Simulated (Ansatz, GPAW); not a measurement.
This is a calculation of HfO2 for Ansatz 0.2.0. Measurements of this composition are mostly on another form, of space group No. 14.

The input input.yaml:

```yaml
crystal:
  lattice:
    - [0.0, 2.5575, 2.5575]
    - [2.5575, 0.0, 2.5575]
    - [2.5575, 2.5575, 0.0]
  atoms:
    - { symbol: Hf, position: [0.0, 0.0, 0.0] }
    - { symbol: O, position: [0.75, 0.75, 0.75] }
    - { symbol: O, position: [0.25, 0.25, 0.25] }
hamiltonian:
  xc: pbe
  pseudopotentials: { kind: paw }
kpoints:
  mp_grid: { grid: [9, 9, 9] }
scf:
  occupations: { method: gaussian, width: 0.017 }
output:
  forces: true
  stress: true
  eigenvalues: true
```

Potentials or basis: Ansatz PAW.

Run with:

```console
$ ansatz run input.yaml --threads 2 --pin off --max-ram 5632MiB --backend cpu --events-out ev --progress --plain --runs-dir out
```

**Question.** Set up the same calculation for GPAW 26.7.0 (ASE script). Potentials or basis there: GPAW PAW data sets (gpaw-data 1.2.1), cutoff 800 eV.

**Answer.** As run (cutoffs and basis follow the program's own potentials, and thresholds, step limits or extra output files can differ):

Contents of run.py:

```python
from ase.dft.bandgap import bandgap
from ase.io import read, write
from ase.units import GPa
from gpaw import GPAW, PW

atoms = read('POSCAR')

calc = GPAW(mode=PW(800),
            xc='PBE',
            kpts={'size': (9, 9, 9), 'gamma': True},
            occupations={'name': 'methfessel-paxton', 'order': 0, 'width': 0.017},
            nbands=24,
            convergence={'density': 1e-05, 'energy': 1e-05},
            maxiter=150,
            txt='gpaw.txt')
atoms.calc = calc
energy = atoms.get_potential_energy()
forces = atoms.get_forces()
stress = atoms.get_stress()
calc.write('gs.gpw')
write('result.traj', atoms)
print(f'Energy: {energy:.6f} eV')
print('Forces (eV/A):')
print(forces.round(4))
print('Stress (GPa):', (stress / GPa).round(3))
print('Fermi level:', round(calc.get_fermi_level(), 4), 'eV')
print(f'Gap: {bandgap(calc)[0]:.4f} eV, direct: {bandgap(calc, direct=True)[0]:.4f} eV')
```

File POSCAR:

```
HfO2
1.0
    0.0000000000      2.5575000000      2.5575000000
    2.5575000000      0.0000000000      2.5575000000
    2.5575000000      2.5575000000      0.0000000000
Hf O
1 2
Direct
    0.0000000000      0.0000000000      0.0000000000
    0.7500000000      0.7500000000      0.7500000000
    0.2500000000      0.2500000000      0.2500000000
```

Potentials or basis: GPAW PAW data sets (gpaw-data 1.2.1), pw.

Run with:

```console
$ OMP_NUM_THREADS=1 python run.py
```

Both were run:

|  | Ansatz | GPAW |
| --- | --- | --- |
| Pressure | -2.5 GPa | -2.8 GPa |

Ansatz's pressure holds a Pulay term of +0.86 GPa for its cutoff of 420 eV, which the other run lacks.

The potentials hold 38 and 24 valence electrons a cell.

Where Ansatz's input types no cutoff or centring, it takes its own default and a Γ-centred mesh.

Pressure is positive in compression.
